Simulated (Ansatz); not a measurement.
## Carriers in Be2C (Fm-3m)

```yaml
crystal:
  lattice:
    - [0.00000, 2.15538, 2.15538]
    - [2.15538, 0.00000, 2.15538]
    - [2.15538, 2.15538, 0.00000]
  atoms:
    - { symbol: Be, position: [0.25000, 0.25000, 0.25000] }
    - { symbol: Be, position: [0.75000, 0.75000, 0.75000] }
    - { symbol: C, position: [0.00000, 0.00000, 0.00000] }
```

Unless marked otherwise, the numbers come from PBEsol, all-electron LAPW in Ansatz 0.2.0, scalar-relativistic. k mesh 8×8×8, fixed occupations, basis error target 1 meV/atom. The cell was relaxed by PAW under this functional.

Extrema are searched on a 14×14×14 mesh and refined by Newton steps; masses come from band slopes 0.005 Å⁻¹ away, 1/m* = (1/ħ²) d²E/dk², negative for holes (the finite step makes the lightest masses up to about 3 % heavy). k is in units of the reciprocal vectors.

Task: Where are the band edges, and is the gap direct?

Result: The valence maximum lies at Gamma (0.000, 0.000, 0.000) and the conduction minimum at X (0.000, -0.500, -0.500), so the Kohn-Sham gap of 1.076 eV is indirect; the least direct gap on the mesh is 4.113 eV.

Task: What are the electron masses at the edge?

Result: The principal masses are 0.23, 0.23, 0.696 mₑ. One valley has a density-of-states mass (m₁m₂m₃)^(1/3) = 0.332; 3 valleys give N^(2/3) times that, 0.691; the direction-averaged conductivity mass 3/Σ(1/mᵢ) is 0.296 mₑ.

Task: Several bands lie at or near the hole edge, or its surface isn't an ellipsoid. What are the masses by direction?

Result: 

| direction | branch from the edge | its level at the point (eV from the edge) | m*/mₑ |
| --- | --- | --- | --- |
| 100 | 1 | 0.000 | -0.42 |
| 100 | 2 | 0.000 | -0.256 |
| 100 | 3 | 0.000 | -0.256 |
| 110 | 1 | 0.000 | -3.57 |
| 110 | 2 | 0.000 | -0.256 |
| 110 | 3 | 0.000 | -0.167 |
| 111 | 1 | 0.000 | -0.672 |
| 111 | 2 | 0.000 | -0.672 |
| 111 | 3 | 0.000 | -0.139 |
| 11-2 | 1 | 0.000 | -1.09 |
| 11-2 | 2 | 0.000 | -0.371 |
| 11-2 | 3 | 0.000 | -0.152 |

Task: Along the Cartesian direction 011 the conduction slope is 0.1659 eV·Å one step out. What is it four steps out, and what does that say?

Result: 0.6616 eV·Å, 3.988 times the first; a parabola would give 4, so the band is nearly parabolic here.

Task: What electronic dielectric constant and refractive index follow from the same bands (independent particles)?

Result: ε∞ = (7.29, 7.29, 7.29), so n ≈ √ε∞ = 2.70 (mean over directions) well under the gap and the normal reflectivity is ((n − 1)/(n + 1))² = 0.211. With the conductivity mass, a hydrogenic donor screened by ε∞ alone would bind by 13.6 eV × m*/ε∞² = 76 meV; static screening by the ions makes it shallower. Local fields, left out here, lower ε∞ by several per cent.

Task: What gap does PAW give in the same cell?

Result: 1.077 eV, 1 meV from the LAPW value.

Task: Cells strained by ±0.5 % (all lengths, zz alone, equal engineering shears γ in yz, zx, xy; ions relaxed) give deformation potentials. How do the edge levels move, in eV per unit strain against the centre of the top valence set?

Result: 

```csv
point,k,side,bands,level (eV),d/dlnV,d/dε_zz,d/dγ,split/ε_zz,split/γ
Gamma,0.00 0.00 0.00,valence,3,0.000,0.00,0.00,0.00*,8.52,5.80
X,0.00 -0.50 -0.50,valence,2,-4.803,4.17,0.77,0.00*,5.17,15.94
X,0.00 -0.50 -0.50,conduction,1,1.076,-0.43,-5.04,0.00*,–,–
X,-0.50 -0.50 0.00,valence,2,-4.803,4.17,10.96,0.00*,0.00,15.94
X,-0.50 -0.50 0.00,conduction,1,1.076,-0.43,8.78,0.00*,–,–
L,-0.50 0.00 0.00,valence,2,-1.857,1.62,1.62,-3.19,12.52,1.72
L,-0.50 0.00 0.00,conduction,2,4.978,-1.87,-1.87,-4.17,12.23,16.73
L,-0.50 -0.50 -0.50,valence,2,-1.857,1.62,1.62,9.58,12.52,0.00
L,-0.50 -0.50 -0.50,conduction,2,4.978,-1.87,-1.87,12.52,12.23,0.00
```

For the triplet at Γ the single level moves against the pair by 3bε_zz and by 3√3 d (γ/2), so b = -2.84 eV and d = -2.23 eV.

Sets with another level within 0.15 eV are left out, since it mixes in under strain; the reference set stays in any case. Entries marked * vanish by symmetry to first order; what they show is the residue of the finite step. These cells use a basis error target of 0.5 meV/atom.

Caveats: semilocal gaps are low, and what follows the gap (onsets, screening, light masses) shifts with it; without spin-orbit coupling, bands that meet at the valence top are not the light and heavy holes of experiment; the frozen-core PAW files of the compared runs were fitted under PBE, their cores solved anew for this functional.
